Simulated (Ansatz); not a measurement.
**Replacing Ca in CaO**

All numbers are results of r²SCAN, scalar-relativistic (spin polarisation where moments were expected) in the plane-wave PAW code Ansatz at 500 eV, Gaussian smearing of 0.05 eV, not measurements.

CaO was relaxed to zero pressure in the zincblende structure, built from a prototype.

It takes space group F-43m (No. 216, cubic). The conventional cell has a = 5.213 Å, b = 5.213 Å, c = 5.213 Å, α = 90.00°, β = 90.00°, γ = 90.00°. Ca (site symmetry -43m) has 4 O at 2.26 Å as nearest neighbours. Around O (site symmetry -43m) lie 4 Ca at 2.26 Å. Neighbours are those within 15 % of a site's shortest distance, so a longer bond may be listed from one end only.

Results for CaO: a (Å) 5.213, V (Å³/atom) 17.71, shortest unlike bond (Å) 2.26, gap (eV) 3.76, B0 (GPa) 83, E_f (eV/atom) -2.97.

Task: All Ca is replaced by Sr and the cell relaxed again in the same space group. What comes out?

Result: SrO: a (Å) 5.584, V (Å³/atom) 21.77, shortest unlike bond (Å) 2.42, gap (eV) 2.89, B0 (GPa) 65, E_f (eV/atom) -2.77.

The volume changes by +22.9 %, or +7.1 % in mean length, and the shortest unlike bond by 0.16 Å. The bulk modulus goes from 82.5 to 65.5 GPa, as V^−1.1: with like bonding the larger cell is the softer. The formation energy moves by 0.20 eV/atom, so CaO is the more strongly bound against its own elements.

Whether CaO and SrO form in this structure isn't claimed. The PAW datasets were made for PBE. Gaps are (generalised) Kohn–Sham gaps. E_f is the formation energy from the elements run alike, at 0 K, without zero-point energy or any correction for the binding of gas molecules; it is good to about 0.01 eV/atom as a calculation.

All runs used the PAW datasets of the set soft_2.
